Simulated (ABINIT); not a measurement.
Input of an ABINIT 10.8.3 (patched build) run:

The input run.abi:

```
# Pseudopotentials
pp_dirpath "./"
pseudos "Mo.upf, Si.upf"

# Structure
acell 3*1.0
rprim
    -3.0235617994     3.0235617994     7.4275685328
     3.0235617994    -3.0235617994     7.4275685328
     3.0235617994     3.0235617994    -7.4275685328
ntypat 2
znucl 42 14
natom 3
typat 1 2 2
xred
     0.0000000000     0.0000000000     0.0000000000
     0.6670000000     0.6670000000     0.0000000000
     0.3330000000     0.3330000000     0.0000000000

# Plane-wave basis
ecut 1088.455450 eV

# k points
kptopt 1
ngkpt 12 12 12
nshiftk 1
shiftk 0.0 0.0 0.0

# Exchange and correlation
ixc -116133

# Bands and occupations
nband 15
occopt 3
tsmear 0.00183747

# SCF cycle
nstep 100
tolvrs 1.0e-10

# Output
iomode 3
prtwf 0
prtden 0
prteig 0
prtebands 0
enunit 2
```

Potentials or basis: PseudoDojo NC SR PBEsol v0.4.1 standard.

The run is started by

```console
$ abinit run.abi > log 2>&1
```

Q: Estimate the pressure.

A: -2.7 GPa.

Q: Estimate the largest force.

A: 0.323 eV/Å.

Q: Estimate the band gap on the k mesh.

A: None (metal or under the smearing width).

Forces in eV/Å, atoms in the order of the input:
```
Mo   0.000  0.000  0.000
Si   0.000  0.000 -0.323
Si   0.000  0.000  0.323
```
